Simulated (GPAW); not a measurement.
# CrSi15C16 (SiC32 Cr1): moments or none, part 2 of 2

Wanted: the moments of CrSi15C16 (SiC32 Cr1) and the energy gained by spin polarisation.

GPAW 26.7.0; PBE; plane waves with GPAW's PAW setups, scalar-relativistic.

So far. Step 2 (Order 1, typed as ferro +): After 31 cycles the largest moment stands at 1.77 μB.

## 3. Order 2, typed as no spin polarisation

A run without seeds gives the energy of the state without moments.

Input file nospin.py:

```python
import json
import numpy as np
from ase import Atoms
from ase.parallel import paropen, parprint
from gpaw import GPAW

atoms = Atoms(['Cr', 'C', 'Si', 'C', 'Si', 'C', 'Si', 'C', 'Si', 'C', 'Si', 'C', 'Si', 'C', 'Si', 'C', 'Si', 'C', 'Si', 'C', 'Si', 'C', 'Si', 'C', 'Si', 'C', 'Si', 'C', 'Si', 'C', 'Si', 'C'],
    cell=[[8.72, 0.0, 0.0],
         [0.0, 8.72, 0.0],
         [0.0, 0.0, 4.36]],
    scaled_positions=[[0.0, 0.0, 0.0],
         [0.125, 0.125, 0.25],
         [0.0, 0.25, 0.5],
         [0.125, 0.375, 0.75],
         [0.25, 0.0, 0.5],
         [0.375, 0.125, 0.75],
         [0.25, 0.25, 0.0],
         [0.375, 0.375, 0.25],
         [0.0, 0.5, 0.0],
         [0.125, 0.625, 0.25],
         [0.0, 0.75, 0.5],
         [0.125, 0.875, 0.75],
         [0.25, 0.5, 0.5],
         [0.375, 0.625, 0.75],
         [0.25, 0.75, 0.0],
         [0.375, 0.875, 0.25],
         [0.5, 0.0, 0.0],
         [0.625, 0.125, 0.25],
         [0.5, 0.25, 0.5],
         [0.625, 0.375, 0.75],
         [0.75, 0.0, 0.5],
         [0.875, 0.125, 0.75],
         [0.75, 0.25, 0.0],
         [0.875, 0.375, 0.25],
         [0.5, 0.5, 0.0],
         [0.625, 0.625, 0.25],
         [0.5, 0.75, 0.5],
         [0.625, 0.875, 0.75],
         [0.75, 0.5, 0.5],
         [0.875, 0.625, 0.75],
         [0.75, 0.75, 0.0],
         [0.875, 0.875, 0.25]],
    pbc=True)
atoms.calc = GPAW(mode={'name': 'pw', 'ecut': 600},
    xc='PBE',
    kpts={'size': (3, 3, 6), 'gamma': True},
    occupations={'name': 'fermi-dirac', 'width': 0.05},
    convergence={'density': 1e-05, 'energy': 1e-05},
    maxiter=200,
    mixer={'name': 'pulay', 'beta': 0.05, 'nmaxold': 6, 'weight': 50},
    symmetry={'tolerance': 1e-4},
    txt='nospin.txt')
e = atoms.get_potential_energy(force_consistent=True)
res = {'free_energy': e, 'energy_sigma0': atoms.get_potential_energy(), 'fermi_energy': atoms.calc.get_fermi_level()}
parprint(f'free energy: {e:.6f} eV')
atoms.calc.write('nospin.gpw')
with paropen('results.json', 'w') as f:
    json.dump(res, f)
```

On the command line:

```sh
$ OMP_NUM_THREADS=1 mpirun -n 4 gpaw python nospin.py > nospin.log
```

Numbers of over 12 decimals in the logs are rounded to 6 here.

Log:

```text
free energy: -240.115926 eV

--- nospin.txt ---
Input parameters:
  mode=PW(ecut=600),
  convergence={'density': 1e-05, 'energy': 1e-05},
  kpts=MonkhorstPack(size=(3, 3, 6), gamma=True),
  maxiter=200,
  mixer=Pulay(name='pulay', nmaxold=6, beta=0.05, weight=50, sigma=0.015, g_ss=None),
  occupations=Occupations(name='fermi-dirac', width=0.05),
  symmetry=Symmetry(tolerance=0.0001),
  xc=XC(name='PBE')

Diagonalizing LCAO Hamiltonian
Converting LCAO to pw mode
      .--------------------.
     /|                    |
    / | C         C        |
   /  |     C          C   |
  /  SC      C SC       C  |
 *    .--Si--------Si------.
 |Si / C CSi Si  C  Ci    /
 |  /      C         C   /
 | /C Si      SC Si     /
 |/     Si        Si   /
 Cr--------Si---------*

Atoms  # Å, Bohr magnetons
|    | symbol |        x |        y |        z |    initial magnetic moments |
|----|--------|----------|----------|----------|-----------------------------|
|  0 |     Cr | 0.000000 | 0.000000 | 0.000000 | ( 0.0000,  0.0000,  0.0000) |
|  1 |      C | 1.090000 | 1.090000 | 1.090000 | ( 0.0000,  0.0000,  0.0000) |
|  2 |     Si | 0.000000 | 2.180000 | 2.180000 | ( 0.0000,  0.0000,  0.0000) |
|  3 |      C | 1.090000 | 3.270000 | 3.270000 | ( 0.0000,  0.0000,  0.0000) |
|  4 |     Si | 2.180000 | 0.000000 | 2.180000 | ( 0.0000,  0.0000,  0.0000) |
|  5 |      C | 3.270000 | 1.090000 | 3.270000 | ( 0.0000,  0.0000,  0.0000) |
|  6 |     Si | 2.180000 | 2.180000 | 0.000000 | ( 0.0000,  0.0000,  0.0000) |
|  7 |      C | 3.270000 | 3.270000 | 1.090000 | ( 0.0000,  0.0000,  0.0000) |
|  8 |     Si | 0.000000 | 4.360000 | 0.000000 | ( 0.0000,  0.0000,  0.0000) |
|  9 |      C | 1.090000 | 5.450000 | 1.090000 | ( 0.0000,  0.0000,  0.0000) |
| 10 |     Si | 0.000000 | 6.540000 | 2.180000 | ( 0.0000,  0.0000,  0.0000) |
| 11 |      C | 1.090000 | 7.630000 | 3.270000 | ( 0.0000,  0.0000,  0.0000) |
| 12 |     Si | 2.180000 | 4.360000 | 2.180000 | ( 0.0000,  0.0000,  0.0000) |
| 13 |      C | 3.270000 | 5.450000 | 3.270000 | ( 0.0000,  0.0000,  0.0000) |
| 14 |     Si | 2.180000 | 6.540000 | 0.000000 | ( 0.0000,  0.0000,  0.0000) |
| 15 |      C | 3.270000 | 7.630000 | 1.090000 | ( 0.0000,  0.0000,  0.0000) |
| 16 |     Si | 4.360000 | 0.000000 | 0.000000 | ( 0.0000,  0.0000,  0.0000) |
| 17 |      C | 5.450000 | 1.090000 | 1.090000 | ( 0.0000,  0.0000,  0.0000) |
| 18 |     Si | 4.360000 | 2.180000 | 2.180000 | ( 0.0000,  0.0000,  0.0000) |
| 19 |      C | 5.450000 | 3.270000 | 3.270000 | ( 0.0000,  0.0000,  0.0000) |
| 20 |     Si | 6.540000 | 0.000000 | 2.180000 | ( 0.0000,  0.0000,  0.0000) |
| 21 |      C | 7.630000 | 1.090000 | 3.270000 | ( 0.0000,  0.0000,  0.0000) |
| 22 |     Si | 6.540000 | 2.180000 | 0.000000 | ( 0.0000,  0.0000,  0.0000) |
| 23 |      C | 7.630000 | 3.270000 | 1.090000 | ( 0.0000,  0.0000,  0.0000) |
| 24 |     Si | 4.360000 | 4.360000 | 0.000000 | ( 0.0000,  0.0000,  0.0000) |
| 25 |      C | 5.450000 | 5.450000 | 1.090000 | ( 0.0000,  0.0000,  0.0000) |
| 26 |     Si | 4.360000 | 6.540000 | 2.180000 | ( 0.0000,  0.0000,  0.0000) |
| 27 |      C | 5.450000 | 7.630000 | 3.270000 | ( 0.0000,  0.0000,  0.0000) |
| 28 |     Si | 6.540000 | 4.360000 | 2.180000 | ( 0.0000,  0.0000,  0.0000) |
| 29 |      C | 7.630000 | 5.450000 | 3.270000 | ( 0.0000,  0.0000,  0.0000) |
| 30 |     Si | 6.540000 | 6.540000 | 0.000000 | ( 0.0000,  0.0000,  0.0000) |
| 31 |      C | 7.630000 | 7.630000 | 1.090000 | ( 0.0000,  0.0000,  0.0000) |

Unit cell  # Å
| periodic |        x |        y |        z |  lengths |    angles |
|----------|----------|----------|----------|----------|-----------|
|      yes | 8.720000 | 0.000000 | 0.000000 | 8.720000 | 90.000000 |
|      yes | 0.000000 | 8.720000 | 0.000000 | 8.720000 | 90.000000 |
|      yes | 0.000000 | 0.000000 | 4.360000 | 4.360000 | 90.000000 |

Number of symmetries: 8

BZ-sampling:
  Number of BZ points: 54
  Number of IBZ points: 12

  Monkhorst-Pack size: [3, 3, 6]
  Monkhorst-Pack shift: [0.0, 0.0, 0.083333]

Plane wave coefficients: 11108
Cutoff: 600.0 eV

Spin-components: 1 (collinear spins)
Bands:           82
Projectors:      161
Spin-degeneracy: 2
Datatype:        complex128

Parallelization:
  kpt:    4
  domain: 1
  band:   1

Density:
  Valence electrons: 130.0
  Components: 1
  Grid points: [50 50 25]
  Charge: 0.0  # |e|

Potential:
  Grid points: [50 50 25]

[... setups left out ...]
Reference energy: -163319.591051  # eV

eigensolver:
  PPCG
  Converge bands: occupied
  niter=2

density mixing:
  Pulay-Mixer
  Linear mixing parameters: 0.05
  Old densities: 6
  Fourier metric: weight=50, sigma=0.015

occupation numbers:
  Fermi-Dirac:
    width: 0.0500  # eV

poisson solver:
  ecut: 4800.0  # eV

xc functional:
  name: PBE with 2 nearest neighbor stencil

convergence criteria:
- Maximum integral of absolute [dens]ity change: 1e-05 electrons / valence electron
- Maximum [total energy] change in last 3 cyles: 1e-05 eV / valence electron
- Maximum integral of absolute [eigenst]ate change: 4e-08 eV^2 / valence electron
maximum number of iterations: 200

SCF iterations
|iter     |      energy | eigst |  dens |
|---------|-------------|-------|-------|
|iter:   1|       0s | -272.546604 | +0.41 |       |
|iter:   2|       6s | -261.537948 | -0.93 | -0.55 |
|iter:   3|      12s | -249.292834 | -0.40 | -0.60 |
|iter:   4|      18s | -245.155343 | -1.08 | -0.76 |
|iter:   5|      24s | -240.020054 | -0.48 | -0.84 |
|iter:   6|      30s | -240.698677 | -1.55 | -1.26 |
|iter:   7|      36s | -240.536742 | -1.21 | -1.27 |
|iter:   8|      42s | -240.495187 | -1.36 | -1.47 |
|iter:   9|      48s | -241.318871 | -1.78 | -1.52 |
|iter:  10|      54s | -240.066275 | -1.62 | -1.56 |
|iter:  11|      60s | -240.074459 | -3.37 | -2.22 |
|iter:  12|      66s | -240.076462 | -3.56 | -2.35 |
|iter:  13|      72s | -240.075479 | -4.52 | -2.52 |
|iter:  14|      78s | -240.075771c| -4.66 | -2.58 |
|iter:  15|      84s | -240.075389c| -4.91 | -2.73 |
|iter:  16|      90s | -240.075689c| -5.13 | -2.88 |
|iter:  17|      96s | -240.075697c| -5.85 | -3.22 |
|iter:  18|     102s | -240.075637c| -6.18 | -3.29 |
|iter:  19|     108s | -240.075624c| -6.70 | -3.54 |
|iter:  20|     114s | -240.075616c| -6.41 | -3.71 |
|iter:  21|     120s | -240.075614c| -7.42c| -4.03 |
|iter:  22|     126s | -240.075613c| -7.83c| -4.11 |
|iter:  23|     132s | -240.075614c| -7.39 | -4.20 |
|iter:  24|     135s | -240.075615c| -8.28c| -4.25 |
|iter:  25|     138s | -240.075616c| -7.44c| -4.26 |
|iter:  26|     141s | -240.075616c| -8.15c| -4.47 |
|iter:  27|     145s | -240.075616c| -7.80c| -4.50 |
|iter:  28|     148s | -240.075616c| -7.78c| -4.65 |
|iter:  29|     151s | -240.075616c| -8.31c| -5.05c|

Converged in 29 steps
Energy contributions relative to reference atoms: (reference = -163319.591051)

Energy contributions:
  Kinetic:         244.850524
  Coulomb:        -210.700140
  Zero:              0.010203
  External:          0.000000
  Xc:             -274.195892
  Entropy:          -0.080621
  Spinorbit:         0.000000
  ----------------------------
  Free energy:    -240.115926
  Extrapolated:   -240.075616

dipole moment: (-77.967460, -77.967460, -76.622509)  # |e|*Ang

Fermi level: 9.625
Eigenvalues  # (at kpt = [0.000, 0.000, 0.000])
| band index |      eig [eV] | occ [0-2] |
|------------|---------------|-----------|
|          0 |        -7.090 |     2.000 |
|        ... |               |           |
|         61 |         7.837 |     2.000 |
|         62 |         7.933 |     2.000 |
|         63 |         7.933 |     2.000 |
|         64 |         9.431 |     1.959 |
|         65 |         9.475 |     1.905 |
|         66 |         9.551 |     1.630 |
|         67 |         9.579 |     1.427 |
|         68 |         9.579 |     1.427 |
|         69 |        11.058 |     0.000 |
|         70 |        11.552 |     0.000 |
|         71 |        11.552 |     0.000 |
|         72 |        12.253 |     0.000 |
|         73 |        12.318 |     0.000 |
|         74 |        12.745 |     0.000 |
|         75 |        12.745 |     0.000 |
|         76 |        12.859 |     0.000 |
|        ... |               |           |
|         81 |        14.359 |     0.000 |

No gap
No difference between direct/indirect transitions
```

Wall time 2.7 min (4 MPI ranks of Arm Neoverse V2, shared host); peak memory 1.7 GiB; 11 min of CPU time.

Numbers from this step:

```
final state : non-magnetic (no spin polarisation)
```

It lies 717 meV a seeded atom over the first start.

## 4. Energies of the orders

These are free energies at a smearing of 0.05 eV, so its entropy term is in the differences. They are divided by the number of seeded atoms, so that cells of unlike size compare.

Orders:

| start | final state | typed order kept | energy over the lowest (meV a seeded atom) | largest site moment (μB) | net moment (μB a primitive cell) | mesh matched | CPU time (s) |
| --- | --- | --- | --- | --- | --- | --- | --- |
| ferro + | ferromagnetic | yes | 0 | 1.766 | 1.999 | yes | 1349 |
| no spin polarisation | non-magnetic | - | 717.1 | 0 | 0 | yes | 652.3 |

## 5. Results

* lower run: with moments
* largest site moment: 1.77 μB
* energy gained by spin polarisation: 717 meV a seeded atom

**Reading.** The crystal holds moments, up to 1.77 μB, and gains 717 meV a seeded atom by them. No antiferromagnetic order was tried, so the session says nothing on how the moments order.

[Logs and program files are shortened in this print: banners, set-up blocks, solver, clock and traceback lines can be left out without a mark of their own.]

[Logs are printed without paths, hosts, clocks, repeated set-up lines and the standing remarks that a program may print on its own settings, such as how far it seeks lower states.]

[Hosts, paths, dates, database ids (printed as entryN), source tags and the programs' standing remarks are cut or masked in the printed files.]

[Where a cell is said to come from a database of computed structures, the database is the Materials Project.]
